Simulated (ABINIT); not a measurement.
# LiF (Griceite) (Fm-3m) in ABINIT: further runs, part 2 of 2

ABINIT 10.8.3 (patched build).

### Step 4. Band structure, r2SCAN

Contents of run.abi:

```
ndtset 2

pp_dirpath "./"
pseudos "F.upf, Li.upf"

acell 3*1.0
rprim
     0.0000000000     3.8059084150     3.8059084150
     3.8059084150     0.0000000000     3.8059084150
     3.8059084150     3.8059084150     0.0000000000
ntypat 2
znucl 9 3
natom 2
typat 1 2
xcart
     3.8059084150     3.8059084150     3.8059084150
     0.0000000000     0.0000000000     0.0000000000

ecut 55.0

ixc -497498
usekden 1
nc_xccc_gspace 1
boxcutmin 3.0

occopt 3
tsmear 0.05 eV

nstep 100

iomode 3
prtwf 0
prteig 0
prtebands 0
enunit 1
prtden1 1
prtkden1 1
prtvha1 1
prtvclmb1 1
prtpot1 1

kptopt1 1
ngkpt1 11 11 11
nshiftk1 1
shiftk1 0.0 0.0 0.0
nband1 9
tolvrs1 1.0e-9

iscf2 -2
getden2 1
getkden2 1
nband2 15
nbdbuf2 4
tolwfr2 1.0e-11
kptopt2 -9
ndivsm2 5
prteig2 1
prtvol2 -3
kptbounds2
     0.0000000000     0.0000000000     0.0000000000
     0.5000000000     0.0000000000     0.5000000000
     0.5000000000     0.2500000000     0.7500000000
     0.3750000000     0.3750000000     0.7500000000
     0.0000000000     0.0000000000     0.0000000000
     0.5000000000     0.5000000000     0.5000000000
     0.6250000000     0.2500000000     0.6250000000
     0.5000000000     0.2500000000     0.7500000000
     0.5000000000     0.5000000000     0.5000000000
     0.3750000000     0.3750000000     0.7500000000
```

Potentials or basis: Ansatz NC r2SCAN.

Command:

```
$ mpirun --bind-to none -np 4 abinit run.abi > log 2>&1
```

run.abo:

```text
[... set-up lines left out ...]
 ETOT  1  -31.449946397954    -3.145E+01 8.142E-02 1.358E+03
 ETOT  2  -31.463938467751    -1.399E-02 4.055E-03 5.467E+02
 ETOT  3  -31.481562792664    -1.762E-02 2.008E-03 1.419E+02
 ETOT  4  -31.484370630485    -2.808E-03 7.018E-04 1.104E+01
 ETOT  5  -31.484559249175    -1.886E-04 1.255E-04 1.347E-01
 ETOT  6  -31.484563463159    -4.214E-06 7.051E-05 5.107E-03
 ETOT  7  -31.484563482708    -1.955E-08 1.143E-05 2.511E-04
 ETOT  8  -31.484563482848    -1.405E-10 2.760E-05 8.607E-06
 ETOT  9  -31.484563482887    -3.864E-11 6.377E-06 1.057E-07
 ETOT 10  -31.484563482889    -1.812E-12 1.651E-05 3.799E-09
 ETOT 11  -31.484563482886     2.245E-12 4.045E-06 1.421E-11

 At SCF step   11       vres2   =  1.42E-11 < tolvrs=  1.00E-09 =>converged.

Result for kinetic energy density :

[... 969 lines left out ...]
  19.30192   24.60951   32.56751   33.10372   35.72250   37.78421   41.48917
 kpt#  86, nband= 15, wtk=  1.00000, kpt=  0.3889  0.3889  0.7222 (reduced coord)
 -43.44358  -22.07186   -4.00546   -3.25116   -2.32332   13.58562   14.62140   18.33296
  19.40779   23.88870   33.29929   33.82597   35.11526   37.81858   42.83703
 kpt#  87, nband= 15, wtk=  1.00000, kpt=  0.3750  0.3750  0.7500 (reduced coord)
 -43.44273  -22.05532   -4.11114   -3.19713   -2.38107   14.02930   14.47604   18.14038
  19.50516   23.27377   34.07099   34.60298   34.62768   37.85367   43.78520

== END DATASET(S) ==============================================================
================================================================================

 -outvars: echo values of variables after computation  --------
            acell      1.0000000000E+00  1.0000000000E+00  1.0000000000E+00 Bohr
           etotal1    -3.1484563483E+01
            fcart1    -0.0000000000E+00 -0.0000000000E+00 -0.0000000000E+00
                      -0.0000000000E+00 -0.0000000000E+00 -0.0000000000E+00
            rprim      0.0000000000E+00  3.8059084150E+00  3.8059084150E+00
                       3.8059084150E+00  0.0000000000E+00  3.8059084150E+00
                       3.8059084150E+00  3.8059084150E+00  0.0000000000E+00
           strten1     7.7529465692E-05  7.7529465692E-05  7.7529465692E-05
                       0.0000000000E+00  0.0000000000E+00  0.0000000000E+00
           xangst      2.0139999986E+00  2.0139999986E+00  2.0139999986E+00
                       0.0000000000E+00  0.0000000000E+00  0.0000000000E+00
             xred      5.0000000000E-01  5.0000000000E-01  5.0000000000E-01
                       0.0000000000E+00  0.0000000000E+00  0.0000000000E+00
 Calculation completed.
```

Run time: 2.7 min. Hardware: 4 MPI ranks of Arm Neoverse V1, shared host; peak memory 0.48 GiB.

Results:

| Quantity | Value |
| --- | --- |
| Free energy | -856.7386 eV |
| Pressure | -2.3 GPa |
| Band gap on the k mesh | 10.10 eV, direct |
| Band gap along the path | 10.10 eV, direct |
| Valence electrons inside the program's atomic spheres | F 7.11; Li 2.32 |

Levels at the corners of the path, in eV from the valence-band top:
```tsv
point	band 2	band 3	band 4	band 5	band 6	band 7	band 8	band 9
Γ	-21.04	0.00	0.00	0.00	10.10	25.62	25.62	25.62
X	-20.37	-2.97	-0.99	-0.99	16.03	17.59	18.77	21.75
W	-20.39	-2.05	-2.05	-0.80	16.26	16.26	18.81	20.67
K	-20.41	-2.47	-1.55	-0.74	15.68	16.12	19.79	21.15
Γ	-21.04	0.00	0.00	0.00	10.10	25.62	25.62	25.62
L	-20.62	-2.51	-0.24	-0.24	11.89	18.00	20.33	20.33
U	-20.41	-2.47	-1.55	-0.74	15.68	16.12	19.79	21.15
W	-20.39	-2.05	-2.05	-0.80	16.26	16.26	18.81	20.67
L	-20.62	-2.51	-0.24	-0.24	11.89	18.00	20.33	20.33
K	-20.41	-2.47	-1.55	-0.74	15.68	16.12	19.79	21.15
```

r2SCAN opens gaps a little over a GGA but as a rule still falls short of measured ones.

### Step 5. Band structure, r2SCAN

run.abi: that of step 4 with these lines changed.

```diff
@@ -3,3 +3,3 @@
 pp_dirpath "./"
-pseudos "F.upf, Li.upf"
+pseudos "F_ONCV_PBE-1.2.upf, Li_ONCV_PBE-1.2.upf"
 
@@ -18,3 +18,3 @@
 
-ecut 55.0
+ecut 48.0
 
@@ -22,4 +22,2 @@
 usekden 1
-nc_xccc_gspace 1
-boxcutmin 3.0
 
@@ -40,2 +38,3 @@
 prtpot1 1
+prtelf1 1
```

Potentials or basis: SG15 NC PBE v1.2.

Command:

```
$ mpirun --bind-to none -np 4 abinit run.abi > log 2>&1
```

It took 47 s on 4 MPI ranks of Arm Neoverse V1, shared host; peak memory 0.48 GiB.

Results (log left out):

```
Free energy                                           : -848.7025 eV
Pressure                                              : -2.0 GPa
Band gap on the k mesh                                : 10.10 eV, direct
Band gap along the path                               : 10.10 eV, direct
Valence electrons inside the program's atomic spheres : F 7.12; Li 2.31
```

Levels at the corners of the path, in eV from the valence-band top:
| point | band 2 | band 3 | band 4 | band 5 | band 6 | band 7 | band 8 | band 9 |
| --- | --- | --- | --- | --- | --- | --- | --- | --- |
| Γ | -21.20 | 0.00 | 0.00 | 0.00 | 10.10 | 25.77 | 25.77 | 25.77 |
| X | -20.54 | -2.96 | -0.99 | -0.99 | 16.11 | 17.65 | 18.90 | 21.86 |
| W | -20.57 | -2.04 | -2.04 | -0.80 | 16.33 | 16.33 | 18.89 | 20.84 |
| K | -20.58 | -2.46 | -1.55 | -0.73 | 15.73 | 16.19 | 19.92 | 21.28 |
| Γ | -21.20 | 0.00 | 0.00 | 0.00 | 10.10 | 25.77 | 25.77 | 25.77 |
| L | -20.79 | -2.50 | -0.24 | -0.24 | 11.92 | 18.08 | 20.47 | 20.47 |
| U | -20.58 | -2.46 | -1.55 | -0.73 | 15.73 | 16.19 | 19.92 | 21.28 |
| W | -20.57 | -2.04 | -2.04 | -0.80 | 16.33 | 16.33 | 18.89 | 20.84 |
| L | -20.79 | -2.50 | -0.24 | -0.24 | 11.92 | 18.08 | 20.47 | 20.47 |
| K | -20.58 | -2.46 | -1.55 | -0.73 | 15.73 | 16.19 | 19.92 | 21.28 |

Caveat: the potentials were made for another functional, which shifts forces and pressure. r2SCAN opens gaps a little over a GGA but as a rule still falls short of measured ones.

### Step 6. Band structure, r2SCAN

run.abi: that of step 5 with these lines changed.

```diff
@@ -3,3 +3,3 @@
 pp_dirpath "./"
-pseudos "F_ONCV_PBE-1.2.upf, Li_ONCV_PBE-1.2.upf"
+pseudos "F.upf, Li.upf"
 
@@ -18,3 +18,3 @@
 
-ecut 48.0
+ecut 50.0
 
@@ -22,2 +22,4 @@
 usekden 1
+nc_xccc_gspace 1
+boxcutmin 3.0
 
@@ -38,3 +40,2 @@
 prtpot1 1
-prtelf1 1
```

Potentials or basis: PseudoDojo NC SR PBE v0.4.1 standard.

Command:

```
$ mpirun --bind-to none -np 4 abinit run.abi > log 2>&1
```

run.abo:

```text
.Version 10.8.3 of ABINIT
 DATASET    1 : space group Fm -3 m (#225); Bravais cF (face-center cubic)
================================================================================
 Values of the parameters that define the memory need for DATASET  1.
     intxc =       0    ionmov =       0      iscf =       7    lmnmax =       5
     lnmax =       5     mgfft =      54  mpssoang =       3    mqgrid =    3001
     natom =       2  nloc_mem =       1    nspden =       1   nspinor =       1
    nsppol =       1      nsym =      48    n1xccc =    2501    ntypat =       2
    occopt =       3   xclevel =       2
       mpw =        1877          nfft =      157464          nkpt =          56
================================================================================
================================================================================

 DATASET    2 : space group Fm -3 m (#225); Bravais cF (face-center cubic)
================================================================================
 Values of the parameters that define the memory need for DATASET  2.
     intxc =       0    ionmov =       0      iscf =      -2    lmnmax =       5
     lnmax =       5     mgfft =      54  mpssoang =       3    mqgrid =    3001
     natom =       2  nloc_mem =       1    nspden =       1   nspinor =       1
    nsppol =       1      nsym =      48    n1xccc =    2501    ntypat =       2
    occopt =       3   xclevel =       2
       mpw =        1880          nfft =      157464          nkpt =          87
================================================================================
================================================================================

--------------------------------------------------------------------------------
------------- Echo of variables that govern the present computation ------------
--------------------------------------------------------------------------------
 -outvars: echo values of preprocessed input variables --------
            acell      1.0000000000E+00  1.0000000000E+00  1.0000000000E+00 Bohr
              amu      1.89984032E+01  6.94100000E+00
        boxcutmin      3.00000000E+00
             ecut      5.00000000E+01 Hartree
           enunit           1
           getden1          0
           getden2          1
          getkden1          0
          getkden2          1
             iscf1          7
             iscf2         -2
              ixc     -497498
           jdtset        1    2
           kptopt1          1
           kptopt2         -9
         kptrlatt       11    0    0      0   11    0      0    0   11
          kptrlen1     5.92060403E+01
          kptrlen2     3.00000000E+01
            natom           2
            nband1          9
            nband2         15
           nbdbuf1          0
           nbdbuf2          4
   nc_xccc_gspace           1
           ndtset           2
           ndivsm1          0
           ndivsm2          5
            ngfft          54      54      54
             nkpt1         56
             nkpt2         87
            nstep         100
             nsym          48
[... 764 lines left out ...]
  5.65E-12  3.01E-12  1.70E-12  3.04E-12  7.10E-12  3.06E-09  1.46E-04
 -1.5868E+00 -8.2939E-01 -1.4764E-01 -1.1379E-01 -8.3598E-02  5.1733E-01
  5.3648E-01  6.7078E-01  7.2188E-01  8.5761E-01  1.2565E+00  1.2712E+00
  1.2736E+00  1.3957E+00  1.6137E+00

Result for kinetic energy density :

--------------------------------------------------------------------------------
 Total kinetic energy density [Ha/Bohr^3]
)     Maximum=    1.7486E+01  at reduced coord.    0.5000    0.5000    0.5000
)     Minimum=    4.0850E-03  at reduced coord.    0.2593    0.2407    0.2407
   Integrated=    2.1502E+01
--------------------------------------------------------------------------------

--- !ResultsGS
iteration_state: {dtset: 2, }
comment   : Summary of ground state results
lattice_vectors:
- [  0.0000000,   3.8059084,   3.8059084, ]
- [  3.8059084,   0.0000000,   3.8059084, ]
- [  3.8059084,   3.8059084,   0.0000000, ]
lattice_lengths: [   5.38237,    5.38237,    5.38237, ]
lattice_angles: [ 60.000,  60.000,  60.000, ] # degrees, (23, 13, 12)
lattice_volume:   1.1025670E+02
convergence: {deltae:  0.000E+00, res2:  0.000E+00, residm:  9.984E-12, diffor:  0.000E+00, }
etotal    :  -3.21683075E+01
entropy   :   0.00000000E+00
fermie    :   1.32887451E-01
cartesian_stress_tensor: null
pressure_GPa: null
xred      :
- [  5.0000E-01,   5.0000E-01,   5.0000E-01,  F]
- [  0.0000E+00,   0.0000E+00,   0.0000E+00, Li]
cartesian_forces: null
force_length_stats: {min: null, max: null, mean: null, }
...

 Integrated electronic density in atomic spheres:
 ------------------------------------------------
 Atom  Sphere_radius  Integrated_density
    1        2.00000          7.11112384
    2        2.00000          2.31792716
================================================================================

 ----iterations are completed or convergence reached----

 Mean square residual over all n,k,spin=   33.356E-13; max=  99.844E-13
 reduced coordinates (array xred) for    2 atoms
       0.500000000000      0.500000000000      0.500000000000
       0.000000000000      0.000000000000      0.000000000000

 cartesian coordinates (angstrom) at end:
    1      2.01399999863564     2.01399999863564     2.01399999863564
    2      0.00000000000000     0.00000000000000     0.00000000000000
 length scales=  1.000000000000  1.000000000000  1.000000000000 bohr
              =  0.529177210544  0.529177210544  0.529177210544 angstroms
 Eigenvalues (   eV  ) for nkpt=  87  k points:
 kpt#   1, nband= 15, wtk=  1.00000, kpt=  0.0000  0.0000  0.0000 (reduced coord)
 -43.25195  -23.16456   -1.53378   -1.53378   -1.53378    8.34647   24.09728   24.09728
  24.09728   24.14253   24.14253   24.14253   26.95806   31.56219   31.56219
 kpt#   2, nband= 15, wtk=  1.00000, kpt=  0.0357  0.0000  0.0357 (reduced coord)
 -43.25096  -23.15837   -1.56807   -1.54684   -1.54684    8.40280   23.29199   23.29199
  23.60823   23.90637   25.06720   25.06720   27.54337   31.60861   31.85101
 kpt#   3, nband= 15, wtk=  1.00000, kpt=  0.0714  0.0000  0.0714 (reduced coord)
 -43.24807  -23.13986   -1.66972   -1.58531   -1.58531    8.57028   22.58172   22.58172
  22.66289   23.30582   26.13399   26.13399   28.77752   31.74785   32.58847
 kpt#   4, nband= 15, wtk=  1.00000, kpt=  0.1071  0.0000  0.1071 (reduced coord)
 -43.24343  -23.10931   -1.83497   -1.64703   -1.64703    8.84422   21.66281   21.98468
  21.98468   22.53398   27.31993   27.31993   30.25892   31.97951   33.51448
 kpt#   5, nband= 15, wtk=  1.00000, kpt=  0.1429  0.0000  0.1429 (reduced coord)
 -43.23733  -23.06729   -2.05748   -1.72862   -1.72862    9.21705   20.70769   21.49522
  21.49522   21.72908   28.62270   28.62270   31.88783   32.30282   34.37652
 kpt#   6, nband= 15, wtk=  1.00000, kpt=  0.1786  0.0000  0.1786 (reduced coord)
 -43.23010  -23.01477   -2.32824   -1.82563   -1.82563    9.67863   19.82629   20.96473
[... 230 lines left out ...]
 -43.18563  -22.67042   -3.88494   -2.70034   -1.99780   11.89719   15.47398   18.90865
  19.19545   26.40427   31.52872   32.06391   36.83401   37.70515   38.96967
 kpt#  84, nband= 15, wtk=  1.00000, kpt=  0.4167  0.4167  0.6667 (reduced coord)
 -43.18334  -22.63817   -3.84177   -2.94302   -2.07355   12.48083   15.20390   18.80836
  19.31805   25.47482   32.03385   32.55346   36.38999   37.82916   40.20982
 kpt#  85, nband= 15, wtk=  1.00000, kpt=  0.4028  0.4028  0.6944 (reduced coord)
 -43.18129  -22.60843   -3.84160   -3.10731   -2.14818   13.07177   14.95501   18.65158
  19.43541   24.65049   32.66230   33.16474   35.76152   37.90685   41.58443
 kpt#  86, nband= 15, wtk=  1.00000, kpt=  0.3889  0.3889  0.7222 (reduced coord)
 -43.17972  -22.58434   -3.91099   -3.15122   -2.21672   13.63135   14.73711   18.45603
  19.54400   23.93904   33.40012   33.88176   35.11969   37.94462   42.94287
 kpt#  87, nband= 15, wtk=  1.00000, kpt=  0.3750  0.3750  0.7500 (reduced coord)
 -43.17886  -22.56873   -4.01739   -3.09648   -2.27481   14.07724   14.59826   18.25274
  19.64348   23.33682   34.19001   34.59210   34.65647   37.97852   43.91041

== END DATASET(S) ==============================================================
================================================================================

 -outvars: echo values of variables after computation  --------
            acell      1.0000000000E+00  1.0000000000E+00  1.0000000000E+00 Bohr
           etotal1    -3.2168307514E+01
            fcart1    -0.0000000000E+00 -0.0000000000E+00 -0.0000000000E+00
                      -0.0000000000E+00 -0.0000000000E+00 -0.0000000000E+00
            rprim      0.0000000000E+00  3.8059084150E+00  3.8059084150E+00
                       3.8059084150E+00  0.0000000000E+00  3.8059084150E+00
                       3.8059084150E+00  3.8059084150E+00  0.0000000000E+00
           strten1     5.9140638277E-05  5.9140638277E-05  5.9140638277E-05
                       0.0000000000E+00  0.0000000000E+00  0.0000000000E+00
           xangst      2.0139999986E+00  2.0139999986E+00  2.0139999986E+00
                       0.0000000000E+00  0.0000000000E+00  0.0000000000E+00
             xred      5.0000000000E-01  5.0000000000E-01  5.0000000000E-01
                       0.0000000000E+00  0.0000000000E+00  0.0000000000E+00
 Calculation completed.
```

Wall time 2.5 min (4 MPI ranks of Arm Neoverse V1, shared host); peak memory 0.48 GiB.

What came out:

* Free energy: -875.3442 eV
* Pressure: -1.7 GPa
* Band gap on the k mesh: 9.88 eV, direct
* Band gap along the path: 9.88 eV, direct
* Valence electrons inside the program's atomic spheres: F 7.11; Li 2.32

Levels at the corners of the path, in eV from the valence-band top:
| point | band 3 | band 4 | band 5 | band 6 | band 7 | band 8 |
| --- | --- | --- | --- | --- | --- | --- |
| Γ | 0.00 | 0.00 | 0.00 | 9.88 | 25.63 | 25.63 |
| X | -2.99 | -1.00 | -1.00 | 16.05 | 17.53 | 18.72 |
| W | -2.07 | -2.07 | -0.81 | 16.26 | 16.26 | 18.72 |
| K | -2.48 | -1.56 | -0.74 | 15.61 | 16.13 | 19.79 |
| Γ | 0.00 | 0.00 | 0.00 | 9.88 | 25.63 | 25.63 |
| L | -2.53 | -0.24 | -0.24 | 11.75 | 18.03 | 20.33 |
| U | -2.48 | -1.56 | -0.74 | 15.61 | 16.13 | 19.79 |
| W | -2.07 | -2.07 | -0.81 | 16.26 | 16.26 | 18.72 |
| L | -2.53 | -0.24 | -0.24 | 11.75 | 18.03 | 20.33 |
| K | -2.48 | -1.56 | -0.74 | 15.61 | 16.13 | 19.79 |

Caveat: a meta-GGA on potentials with a model core is unreliable; the potentials were made for another functional, which shifts forces and pressure.

### Step 7. Summary

| potentials or basis | cutoff (eV) | fine-grid cutoff | gap on the mesh (eV) | pressure (GPa) |
| --- | --- | --- | --- | --- |
| Ansatz PAW PBE default generated set, frozen core | 517 | 1034.03 eV | 10.06 | -2.2 |
| JTH PAW PBE v2.0 | 762 | 1360.57 eV | 10.05 | -2.8 |
| Ansatz NC r2SCAN | 1497 | - | 10.10 | -2.3 |
| SG15 NC PBE v1.2 | 1306 | - | 10.10 | -2.0 |
| PseudoDojo NC SR PBE v0.4.1 standard | 1361 | - | 9.88 | -1.7 |

Alike in all rows: task band structure; level r2SCAN; no spin polarisation; cell as given; k mesh 11 × 11 × 11; smearing fermi-dirac 0.05 eV.

Caveats: totals of a meta-GGA on PAW files have another zero than those of a GGA (some runs); the PAW data sets were made with another functional, which shifts forces and pressure a little (some runs); the potentials were made for another functional, which shifts forces and pressure (some runs); the atomic spheres overlap (some runs); a meta-GGA on potentials with a model core is unreliable (some runs).

Absolute energies hang on the potentials; compare differences alone.
